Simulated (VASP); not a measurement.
Runs of VASP 6.6.1 on Ru. It takes space group P6/mmm (No. 191, hexagonal). Conventional cell: a = 4.247 Å, b = 4.247 Å, c = 2.603 Å, α = 90.00°, β = 90.00°, γ = 120.00°. Ru (site symmetry 6/mmm) is surrounded by 14 Ru at 2.60 to 2.78 Å. Ru (site symmetry -6m2) has 11 Ru at 2.45 to 2.78 Å as nearest neighbours. The cell was built by a generator and needn't be a form met in nature.

```csv
task,cell,k mesh,cutoff (eV),gap on the mesh (eV),pressure (GPa)
relaxation of cell and atoms,relaxed,9 × 9 × 12,600,none,0.0
single point,"P6/mmm, 14.27 Å³/atom",11 × 11 × 15,520,none,0.0
single point,"P6/mmm, 14.84 Å³/atom",10 × 10 × 13,520,none,(a)
single point,"P6/mmm, 14.27 Å³/atom",9 × 9 × 12,520,none,0.0
single point,"P6/mmm, 15.98 Å³/atom",10 × 10 × 13,520,none,-24.1
```

Alike in all rows: level revPBE; potentials or basis VASP PAW PBE potentials, release 64 (Ru_pv); no spin polarisation; smearing fermi-dirac 0.1 eV.

**Question.** Estimate the missing entries.

**Answer.** (a) -10.0.

Caveats: the PAW data sets were made with another functional, which shifts forces and pressure a little (some runs); so large a pressure means that the cell lies far from this level's equilibrium, or that cutoff or potentials fall short (some runs); the potentials were made for another functional, which shifts forces and pressure (some runs).

A k mesh can miss the band edges, and the runs leave out spin-orbit coupling on Ru.

A gap of «none» marks a metal or a gap under the smearing width.
